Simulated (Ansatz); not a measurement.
**ScAl2: how the plane-wave cutoff moves the results**

Method: DFT PBEsol, scalar-relativistic, plane waves, PAW in Ansatz 0.2.0.

```cif
data_structure
_symmetry_space_group_name_H-M 'P 1'
_symmetry_Int_Tables_number 1
_cell_length_a 5.3424
_cell_length_b 5.3424
_cell_length_c 5.3424
_cell_angle_alpha 60.000
_cell_angle_beta 60.000
_cell_angle_gamma 60.000
_cell_volume 107.82
loop_
_atom_site_label
_atom_site_type_symbol
_atom_site_fract_x
_atom_site_fract_y
_atom_site_fract_z
_atom_site_occupancy
Sc1 Sc 0.50000 0.50000 0.50000 1
Sc2 Sc 0.75000 0.75000 0.75000 1
Al1 Al 0.12500 0.12500 0.12500 1
Al2 Al 0.62500 0.12500 0.12500 1
Al3 Al 0.12500 0.62500 0.12500 1
Al4 Al 0.12500 0.12500 0.62500 1
```

```json
{"Γ-centred k-mesh": "8×8×8", "occupation rule": "Gaussian smearing, 0.1 eV", "spin treatment": "unpolarised", "valence charge of the PAW sets": "Sc 11, Al 3"}
```

The atoms are held and the plane-wave cutoff is swept. Energies are extrapolated to zero smearing and count from the reference run, 850 eV. The cell isn't necessarily relaxed at this level. Pressure is positive in compression and holds a correction for the finite cutoff (Pulay stress).

Times are rough; the reference took 25 s on 1 thread of Intel(R) Xeon(R) Processor @ 2.50GHz (Skylake/Cascade Lake) (shared host), peak memory 0.59 GiB.

Q: One run gave ΔE = 194 meV/atom and P = -1.00 GPa. Which plane-wave cutoff did it use, of 150, 200, 250, 300, 350, 380, 420, 460, 520, 600, 700?

A: 250 eV. All runs:

| cutoff (eV) | ΔE (meV/atom) | P (GPa) | plane waves at Γ | wall time (s) |
| --- | --- | --- | --- | --- |
| 150 | 5163 | 3.40 | 459 | 3.5 |
| 200 | 1009 | 1.88 | 701 | 4.1 |
| 250 | 194 | -1.00 | 941 | 4.2 |
| 300 | 36.4 | -0.64 | 1243 | 6.2 |
| 350 | 5.70 | -0.97 | 1639 | 8.3 |
| 380 | 2.00 | -1.03 | 1837 | 6.8 |
| 420 | 0.61 | -1.03 | 2085 | 12 |
| 460 | 0.32 | -1.03 | 2421 | 13 |
| 520 | 0.27 | -1.03 | 2891 | 11 |
| 600 | 0.14 | -1.03 | 3647 | 15 |
| 700 | 0.08 | -1.04 | 4573 | 22 |
| 850 | 0.00 | -1.04 | 5985 | 25 |